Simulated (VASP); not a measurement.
# RbCl: relaxation of cell and atoms with PBE

RbCl:

```xyz
2
Lattice="0.0000 3.2740 3.2740 3.2740 0.0000 3.2740 3.2740 3.2740 0.0000" Properties=species:S:1:pos:R:3 pbc="T T T"
Rb    0.0000    0.0000    0.0000
Cl    3.2740    3.2740    3.2740
```

```
Program                : VASP 6.6.1
Task                   : relaxation of cell and atoms
Functional             : PBE
Potentials or basis    : VASP PAW PBE potentials, release 64 (Rb_sv, Cl)
Cutoff                 : 600 eV
k mesh                 : 8 × 8 × 8
Occupations            : gaussian, width 0.03 eV
Spin                   : no spin polarisation
Further INCAR settings : ALGO = Normal; EDIFF = 1e-06; IBRION = 2; EDIFFG = -0.01; NSW = 90; ISIF = 3
```

| Property | Result |
| --- | --- |
| Relaxed volume | 37.60 Å³/atom |
| Relaxed cell | a = 4.738 Å, b = 4.738 Å, c = 4.738 Å, α = 60.00°, β = 60.00°, γ = 60.00° |
| Space group after relaxing (to 0.05 Å) | Fm-3m (No. 225) |
| Energy gained by relaxing | 8.8 meV/atom |
| Ionic steps | 5 |
| Pressure after relaxing | 0.0 GPa |
| Band gap on the k mesh | 4.83 eV, direct |

The path:
| step | energy change (eV) | largest force (eV/Å) | pressure (GPa) | volume (Å³) |
| --- | --- | --- | --- | --- |
| 1 | 0.0000 | 0.0000 | 1.18 | 70.19 |
| 2 | -0.0139 | 0.0000 | 0.52 | 72.86 |
| 3 | -0.0150 | 0.0000 | -0.34 | 77.38 |
| 4 | -0.0175 | 0.0000 | -0.05 | 75.50 |
| 5 | -0.0176 | 0.0000 | 0.01 | 75.21 |

Final structure:
```
CELL_PARAMETERS angstrom
0.00000 3.35023 3.35023
3.35023 0.00000 3.35023
3.35023 3.35023 0.00000
ATOMIC_POSITIONS crystal
Rb 0.00000 0.00000 0.00000
Cl 0.50000 0.50000 0.50000
```

Levels at points of the mesh, in eV from the valence-band top:
```tsv
k point	band 5	band 6	band 7	band 8	band 9	band 10	band 11	band 12
(0.00, 0.00, 0.00)	-8.10	0.00	0.00	0.00	4.83	7.95	7.95	7.95
(0.50, 0.00, 0.00)	-8.09	-0.79	-0.29	-0.29	7.57	7.77	9.95	9.95
(0.50, 0.50, 0.00)	-8.18	-0.32	-0.10	-0.10	6.24	7.82	9.41	9.95
```

Run time: 73 s on 1 thread of AMD EPYC 9R45 (Zen 5), on a shared host, peak memory 0.23 GiB.

A k mesh can miss the band edges. Expect the measured gap to be larger: semilocal functionals such as PBE lack the derivative discontinuity.
